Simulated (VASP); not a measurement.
**CdI2 (1T (CdI2) bulk): a PBE0 single-point calculation in VASP**

INCAR, step 1 (PBE orbitals to start from)

```
PREC = Accurate
EDIFF = 1E-5
LCHARG = .FALSE.
NELM = 120
ISMEAR = 0
LASPH = .TRUE.
LWAVE = .TRUE.
SIGMA = 0.01
ENCUT = 520
NBANDS = 20
GGA = PE
LREAL = .FALSE.
```

INCAR, step 2

```
GGA = PE
NELM = 120
LWAVE = .FALSE.
ISIF = 2
ISMEAR = 0
SIGMA = 0.01
HFRCUT = -1
LCHARG = .FALSE.
PRECFOCK = Fast
LASPH = .TRUE.
NSW = 0
NBANDS = 20
EDIFF = 1E-7
AEXX = 0.25
LREAL = .FALSE.
LHFCALC = .TRUE.
ISTART = 1
ALGO = Normal
ENCUT = 520
PREC = Accurate
IBRION = -1
```

KPOINTS

```
KPOINTS created by Atomic Simulation Environment
0
Gamma
6 6 4
0 0 0
```

KPOINTS_OPT

```
special points
8
Reciprocal
0.0000000000 0.0000000000 0.0000000000 1
0.5000000000 0.0000000000 0.0000000000 1
0.3333333333 0.3333333333 0.0000000000 1
0.0000000000 0.0000000000 0.5000000000 1
0.5000000000 0.0000000000 0.5000000000 1
0.3333333333 0.3333333333 0.5000000000 1
0.0000000000 0.0833333333 -0.2500000000 1
0.5000000000 0.0000000000 0.4000000000 1
```

POSCAR

```
Cd I
 1.0000000000000000
     4.2470087314419436   -0.0000000000000000   -0.0000000000000000
    -2.1235043657209718    3.6780174515230462   -0.0000000000000000
    -0.0000000000000000   -0.0000000000000000    6.8950252109859944
 Cd  I
   1   2
Cartesian
  0.0000000000000000  0.0000000000000000 -0.0000000000000000
  0.0000000000000000  2.4520116343486968  1.7195742792296835
  2.1235043657209713  1.2260058171743484  5.1754509317563109
```

VASP ran with the recommended PBE PAW datasets (26 valence electrons in the cell).

Command

```
mpirun -np 1 vasp_std
```

OSZICAR

```
N       E                     dE             d eps       ncg     rms          rms(c)
DAV:   1    -0.773479044395E+01   -0.77348E+01   -0.90118E-01   960   0.652E+00    0.495E+00
DAV:   2    -0.774858843552E+01   -0.13798E-01   -0.48432E-02  1048   0.187E+00    0.342E+00
DAV:   3    -0.774639869001E+01    0.21897E-02   -0.38189E-03  1084   0.518E-01    0.203E+00
DAV:   4    -0.774565003709E+01    0.74865E-03   -0.80868E-04  1064   0.220E-01    0.119E+00
DAV:   5    -0.774545783421E+01    0.19220E-03   -0.20328E-04  1104   0.105E-01    0.695E-01
DAV:   6    -0.774540077355E+01    0.57061E-04   -0.50102E-05  1164   0.517E-02    0.406E-01
DAV:   7    -0.774538251267E+01    0.18261E-04   -0.15721E-05  1168   0.270E-02    0.236E-01
DAV:   8    -0.774537763559E+01    0.48771E-05   -0.55937E-06  1180   0.150E-02    0.136E-01
DAV:   9    -0.774537671575E+01    0.91984E-06   -0.16270E-06  1172   0.808E-03    0.788E-02
DAV:  10    -0.774537674645E+01   -0.30693E-07   -0.46077E-07  1152   0.448E-03
   1 F= -.77453767E+01 E0= -.77453767E+01  d E =-.259943E-13
       N       E                     dE             ncg
DAV:   1     0.151014034079E+04   -0.39285E+04      320
DAV:   2    -0.408370107691E+02   -0.15510E+04      356
DAV:   3    -0.173135160956E+03   -0.13230E+03      376
DAV:   4    -0.176318674434E+03   -0.31835E+01      428
DAV:   5    -0.176350498118E+03   -0.31824E-01      388
DAV:   6    -0.176350873651E+03   -0.37553E-03      432
DAV:   7    -0.176350878374E+03   -0.47224E-05      368
DAV:   8    -0.176350878488E+03   -0.11397E-06      312
DAV:   9    -0.176350878494E+03   -0.60704E-08      244
```

From OUTCAR

```
k-points           NKPTS =     24   k-points in BZ     NKDIM =    144   number of bands    NBANDS=     20

   NELECT =      26.0000    total number of electrons

   dimension x,y,z NGX =    32 NGY =   32 NGZ =   54
   dimension x,y,z NGXF=    64 NGYF=   64 NGZF=  108

  energy-cutoff  :      520.00
  volume of cell :      107.70
      direct lattice vectors                 reciprocal lattice vectors
     4.247008731  0.000000000  0.000000000     0.235459841  0.135942802  0.000000000
    -2.123504366  3.678017452  0.000000000     0.000000000  0.271885605  0.000000000
     0.000000000  0.000000000  6.895025211     0.000000000  0.000000000  0.145032102

 k-points in reciprocal lattice and weights: KPOINTS created by Atomic Simulation Env
   0.00000000  0.00000000  0.00000000       0.007
   0.16666667 -0.00000000  0.00000000       0.042
   0.33333333  0.00000000  0.00000000       0.042
   0.50000000 -0.00000000  0.00000000       0.021
   0.16666667  0.16666667  0.00000000       0.042
   0.33333333  0.16666667  0.00000000       0.083
   0.33333333  0.33333333  0.00000000       0.014
   0.00000000  0.00000000  0.25000000       0.014
   ...

 E-fermi :   0.9870

 k-point     1 :       0.0000    0.0000    0.0000
  band No.  band energies     occupation
      1     -12.2549      2.00000
      2     -11.4711      2.00000
      3      -7.9750      2.00000
      4      -7.9750      2.00000
      5      -7.8310      2.00000
      6      -7.7589      2.00000
      7      -7.7589      2.00000
      8      -3.1022      2.00000
      9       0.6382      2.00000
     10       0.6382      2.00000
     11       0.7781      2.00000
     12       0.7781      2.00000
     13       0.7901      2.00000
     14       5.0721      0.00000
     15       7.0348      0.00000
     16       9.0869      0.00000
     17       9.0869      0.00000
     18      11.0863      0.00000
     19      11.9077      0.00000
     20      11.9368      0.00000

 k-point     2 :       0.1667   -0.0000    0.0000
  band No.  band energies     occupation
      1     -12.1081      2.00000
      2     -11.4589      2.00000
      3      -7.9586      2.00000
      4      -7.8971      2.00000
      5      -7.8057      2.00000
      6      -7.7635      2.00000
      7      -7.7527      2.00000
      8      -2.9466      2.00000
      9      -0.6070      2.00000
     10       0.0463      2.00000
     11       0.1394      2.00000
     12       0.8139      2.00000
     13       0.9189      2.00000
     14       5.9314      0.00000
     15       7.7386      0.00000
     16       8.5079      0.00000
     17       9.4193      0.00000
     18      10.4007      0.00000
     19      10.8874      0.00000
     20      11.9304      0.00000

 k-point     3 :       0.3333    0.0000    0.0000
  band No.  band energies     occupation
      1     -11.7663      2.00000
      2     -11.4426      2.00000
      3      -7.9413      2.00000
      4      -7.8320      2.00000
      5      -7.7572      2.00000
      6      -7.7223      2.00000
      7      -7.6650      2.00000
      8      -2.8597      2.00000
      9      -1.7911      2.00000
     10      -1.1010      2.00000
     11      -0.4462      2.00000
     12       0.5498      2.00000
     13       0.8523      2.00000
     14       5.6514      0.00000
     15       7.7343      0.00000
     16       8.8573      0.00000
     17       9.4146      0.00000
     18       9.9623      0.00000
     19      11.2673      0.00000
     20      11.9041      0.00000

 k-point     4 :       0.5000   -0.0000    0.0000
  band No.  band energies     occupation
      1     -11.5105      2.00000
      2     -11.4956      2.00000
      3      -7.9400      2.00000
      4      -7.8413      2.00000
      5      -7.7437      2.00000
      6      -7.6984      2.00000
      7      -7.5574      2.00000
      8      -3.1737      2.00000
      9      -2.0602      2.00000
     10      -1.2163      2.00000
     11      -0.6873      2.00000
     12       0.1923      2.00000
     13       0.7924      2.00000
     14       5.2505      0.00000
     15       7.6001      0.00000
     16       8.4892      0.00000
     17       9.2442      0.00000
     18      10.3645      0.00000
     19      11.9367      0.00000
     20      12.4626      0.00000

 k-point     5 :       0.1667    0.1667    0.0000
  band No.  band energies     occupation
      1     -11.8627      2.00000
      2     -11.4426      2.00000
      3      -7.9342      2.00000
      4      -7.8142      2.00000
      5      -7.7786      2.00000
      6      -7.7320      2.00000
      7      -7.7276      2.00000
      8      -2.7877      2.00000
      9      -1.3428      2.00000
     10      -1.2205      2.00000
     11       0.1564      2.00000
     12       0.1667      2.00000
     13       0.7707      2.00000
     14       6.0639      0.00000
     15       8.3919      0.00000
     16       8.9775      0.00000
     17       9.4391      0.00000
     18       9.8469      0.00000
     19       9.8877      0.00000
     20      12.3107      0.00000

 k-point     6 :       0.3333    0.1667    0.0000
  band No.  band energies     occupation
      1     -11.5662      2.00000
      2     -11.4448      2.00000
      3      -7.8944      2.00000
      4      -7.8133      2.00000
      5      -7.7469      2.00000
      6      -7.7131      2.00000
      7      -7.6214      2.00000
      8      -3.0476      2.00000
      9      -1.8242      2.00000
     10      -1.2613      2.00000
     11      -0.8225      2.00000
     12       0.0262      2.00000
     13       0.3353      2.00000
     14       5.4946      0.00000
     15       8.6717      0.00000
     16       8.9762      0.00000
     17       9.4951      0.00000
     18      10.2184      0.00000
     19      11.1539      0.00000
     20      12.0638      0.00000

 k-point     7 :       0.3333    0.3333    0.0000
  band No.  band energies     occupation
      1     -11.4540      2.00000
      2     -11.4540      2.00000
      3      -7.7901      2.00000
      4      -7.7901      2.00000
      5      -7.7306      2.00000
      6      -7.7103      2.00000
      7      -7.7103      2.00000
      8      -3.1192      2.00000
      9      -1.4265      2.00000
     10      -1.4265      2.00000
     11      -1.1524      2.00000
     12      -0.2465      2.00000
     13      -0.2465      2.00000
     14       5.3070      0.00000
     15       9.7460      0.00000
     16       9.7460      0.00000
     17      10.1275      0.00000
     18      10.7503      0.00000
     19      11.0888      0.00000
     20      11.0888      0.00000

 k-point     8 :       0.0000    0.0000    0.2500
  band No.  band energies     occupation
      1     -12.1800      2.00000
      2     -11.5744      2.00000
      3      -7.9749      2.00000
      4      -7.9749      2.00000
      5      -7.8267      2.00000
      6      -7.7589      2.00000
      7      -7.7589      2.00000
      8      -2.7627      2.00000
      9       0.0576      2.00000
     10       0.5536      2.00000
     11       0.5536      2.00000
     12       0.8716      2.00000
     13       0.8716      2.00000
     14       5.6934      0.00000
     15       7.0763      0.00000
     16       8.9698      0.00000
     17       8.9698      0.00000
     18      10.9281      0.00000
     19      11.3170      0.00000
     20      11.5150      0.00000

 k-point     9 :       0.1667   -0.0000    0.2500
  band No.  band energies     occupation
      1     -12.0372      2.00000
      2     -11.5495      2.00000
      3      -7.9584      2.00000
      4      -7.9015      2.00000
      5      -7.8044      2.00000
      6      -7.7634      2.00000
      7      -7.7528      2.00000
      8      -2.6739      2.00000
      9      -0.6909      2.00000
     10      -0.1349      2.00000
     11       0.1242      2.00000
     12       0.6211      2.00000
     13       0.9391      2.00000
     14       6.2173      0.00000
     15       7.7452      0.00000
     16       8.6390      0.00000
     17       9.2466      0.00000
     18       9.9854      0.00000
     19      10.7835      0.00000
     20      11.8794      0.00000

 k-point    10 :       0.0000    0.1667    0.2500
  band No.  band energies     occupation
      1     -12.0431      2.00000
      2     -11.5409      2.00000
      3      -7.9589      2.00000
      4      -7.9086      2.00000
      5      -7.8016      2.00000
      6      -7.7648      2.00000
      7      -7.7527      2.00000
      8      -2.7236      2.00000
      9      -0.4919      2.00000
     10      -0.0476      2.00000
     11       0.2653      2.00000
     12       0.4008      2.00000
     13       0.7622      2.00000
     14       5.9165      0.00000
     15       7.9434      0.00000
     16       8.8518      0.00000
     17       9.5696      0.00000
     18      10.2338      0.00000
     19      10.7713      0.00000
     20      11.5940      0.00000

 ...

  Total        0.5412224      0.5412224      0.4739945      0.0000000      0.0000000      0.0000000
  in kB        8.0510685      8.0510685      7.0510064      0.0000000      0.0000000      0.0000000
  external PRESSURE =       7.7177145 kB  Pullay stress =       0.0000000 kB

 POSITION                                       TOTAL-FORCE (eV/Angst)
 -----------------------------------------------------------------------------------
      0.00000      0.00000      0.00000         0.000000      0.000000      0.000000
      0.00000      2.45201      1.71957         0.000000      0.000000     -0.072083
      2.12350      1.22601      5.17545        -0.000000     -0.000000      0.072083
 -----------------------------------------------------------------------------------
    total drift:                                0.000000     -0.000000     -0.000000

  FREE ENERGIE OF THE ION-ELECTRON SYSTEM (eV)
  ---------------------------------------------------
  free  energy   TOTEN  =        -7.7453767464 eV

  energy  without entropy=       -7.7453767464  energy(sigma->0) =       -7.74537675
```

```
gap between bands v and c : 4.01 eV
least direct gap          : 4.28 eV
pressure                  : 0.8 GPa
largest force             : 0.07 eV/Å
```

Band v is the last that the valence electrons fill when counted band by band, and c is the next.

The run (its last step) took about 2.1 h on one core of a shared host (Intel Xeon Platinum 8488C) and held 0.4 GiB at most.
